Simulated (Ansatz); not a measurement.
# Migration of H in BN

Aim: the barrier when interstitial H hops to an equivalent place in BN, in a supercell of 32 host sites with charge -1. The ends are relaxed and joined by a climbing-image nudged elastic band.

Computed with Ansatz 0.2.0 (DFT PBE+D3(BJ), scalar-relativistic, plane waves, PAW, unless a step's input says otherwise).

2 further runs of the same task are left out: 2 set aside as unsound or not needed.

## Step 1: Starting point

Symmetry: R3m, No. 160, trigonal system. The conventional cell has a = 2.506 Å, b = 2.506 Å, c = 9.885 Å, α = 90.00°, β = 90.00°, γ = 120.00°. B (site symmetry 3m) has 3 N at 1.45 Å as nearest neighbours. N (site symmetry 3m) has 3 B at 1.45 Å as nearest neighbours.

Structure file:

```cif
data_structure
_symmetry_space_group_name_H-M 'P 1'
_symmetry_Int_Tables_number 1
_cell_length_a 3.5986
_cell_length_b 3.5986
_cell_length_c 3.5986
_cell_angle_alpha 40.756
_cell_angle_beta 40.756
_cell_angle_gamma 40.756
_cell_volume 17.92
loop_
_atom_site_label
_atom_site_type_symbol
_atom_site_fract_x
_atom_site_fract_y
_atom_site_fract_z
_atom_site_occupancy
B1 B 0.99970 0.99970 0.99970 1
N1 N 0.33274 0.33274 0.33274 1
```

It goes back to an entry of the Materials Project, which need not be the stable form.

It is the result of an earlier relaxation at this level (volume 8.96 Å³/atom; gap on the mesh: 4.24 eV).

## Step 2: The defect cell, relaxed

The supercell's rows are -1 3 -1; -1 -1 3; 3 -1 -1 in vectors of the relaxed cell. Atom 33 is the H that will move.

Contents of input.yaml:

```yaml
crystal:
  lattice:
    - [-5.0122276274, 2.8938109699, 3.2948837584]
    - [0.0, -5.7876219398, 3.2948837584]
    - [5.0122276274, 2.8938109699, 3.2948837584]
  atoms:
    - { symbol: B, position: [0.2496975441, 0.7496975441, 0.9996975441] }
    - { symbol: B, position: [0.4996975441, 0.4996975441, 0.9996975441] }
    - { symbol: B, position: [0.7496975441, 0.2496975441, 0.9996975441] }
    - { symbol: B, position: [0.9996975441, 0.7496975441, 0.2496975441] }
    - { symbol: B, position: [0.9996975441, 0.9996975441, 0.9996975441] }
    - { symbol: B, position: [0.2496975441, 0.4996975441, 0.2496975441] }
    - { symbol: B, position: [0.4996975441, 0.2496975441, 0.2496975441] }
    - { symbol: B, position: [0.7496975441, 0.7496975441, 0.4996975441] }
    - { symbol: B, position: [0.7496975441, 0.9996975441, 0.2496975441] }
    - { symbol: B, position: [0.9996975441, 0.4996975441, 0.4996975441] }
    - { symbol: B, position: [0.2496975441, 0.2496975441, 0.4996975441] }
    - { symbol: B, position: [0.4996975441, 0.7496975441, 0.7496975441] }
    - { symbol: B, position: [0.4996975441, 0.9996975441, 0.4996975441] }
    - { symbol: B, position: [0.7496975441, 0.4996975441, 0.7496975441] }
    - { symbol: B, position: [0.9996975441, 0.2496975441, 0.7496975441] }
    - { symbol: B, position: [0.2496975441, 0.9996975441, 0.7496975441] }
    - { symbol: "N", position: [0.5827354559, 0.0827354559, 0.3327354559] }
    - { symbol: "N", position: [0.8327354559, 0.8327354559, 0.3327354559] }
    - { symbol: "N", position: [0.0827354559, 0.5827354559, 0.3327354559] }
    - { symbol: "N", position: [0.3327354559, 0.0827354559, 0.5827354559] }
    - { symbol: "N", position: [0.3327354559, 0.3327354559, 0.3327354559] }
    - { symbol: "N", position: [0.5827354559, 0.8327354559, 0.5827354559] }
    - { symbol: "N", position: [0.8327354559, 0.5827354559, 0.5827354559] }
    - { symbol: "N", position: [0.0827354559, 0.0827354559, 0.8327354559] }
    - { symbol: "N", position: [0.0827354559, 0.3327354559, 0.5827354559] }
    - { symbol: "N", position: [0.3327354559, 0.8327354559, 0.8327354559] }
    - { symbol: "N", position: [0.5827354559, 0.5827354559, 0.8327354559] }
    - { symbol: "N", position: [0.8327354559, 0.0827354559, 0.0827354559] }
    - { symbol: "N", position: [0.8327354559, 0.3327354559, 0.8327354559] }
    - { symbol: "N", position: [0.0827354559, 0.8327354559, 0.0827354559] }
    - { symbol: "N", position: [0.3327354559, 0.5827354559, 0.0827354559] }
    - { symbol: "N", position: [0.5827354559, 0.3327354559, 0.0827354559] }
    - { symbol: H, position: [0.4863355084, 0.5491318157, 0.4957562839] }
total_charge: -1
basis:
  ecutwfc: 420
  xc_grid: 2
kpoints:
  mp_grid: { grid: [2, 2, 2], shift: [0.5, 0.5, 0.5] }
hamiltonian:
  xc: pbe
  dispersion: d3bj
scf:
  occupations: { method: gaussian, width: 0.02 }
output:
  forces: true
  stress: false
  eigenvalues: true
  write_density: true
  write_potential: true
  elf: true
  volumetric_format: npy
relax:
  adjacent_minimum: "off"
  f_tol: 0.02
  max_steps: 60
```

Run with:

```console
$ ansatz run input.yaml --threads 4 --pin off --max-ram 10240MiB --backend cpu --events-out ev --progress --plain --runs-dir out
```

Further runs follow: nudged elastic band, a jump of 2.48 Å.

Before running it: what results should come out? Wanted: barrier forwards; barrier backwards; second end relative to first; highest image; neighbours of H at the start; at the top.

**Answer**, as computed:

| quantity | value |
| --- | --- |
| barrier forwards | 0.46 eV |
| barrier backwards | 0.46 eV |
| second end relative to first | 0.000 eV |
| highest image | 5 of 0 to 6, climbing |
| band iterations | 15 |
| neighbours of H at the start; at the top | 1 B at 1.20 Å, 1 N at 2.17 Å, 3 N at 2.19 Å, 1 B at 2.43 Å, 1 B at 2.44 Å, 1 B at 2.45 Å; 1 B at 1.48 Å, 1 B at 1.60 Å, 1 N at 2.11 Å, 2 N at 2.19 Å, 2 N at 2.49 Å |

The top lies 0.46 eV above the first end, or 18 kT at room temperature. Both ends agree in energy to 1 meV. The band dips to -0.15 eV at image 3, below both ends, so a lower minimum lies on the way, and the climb from that dip is 0.62 eV. The input switches the test of curvatures off, so the top was not shown to be a first-order saddle. An image lies below the start, so the start is not the lowest place along this path. In a cell of 32 sites the barrier is good to about a tenth of an eV. Near these geometries the D3 coefficients change with coordination, as the log warns; steps in energy, slope or pressure can stem from that.

In a charged cell the pressure and stress hold a term of the neutralising background, so they aren't those of the solid.
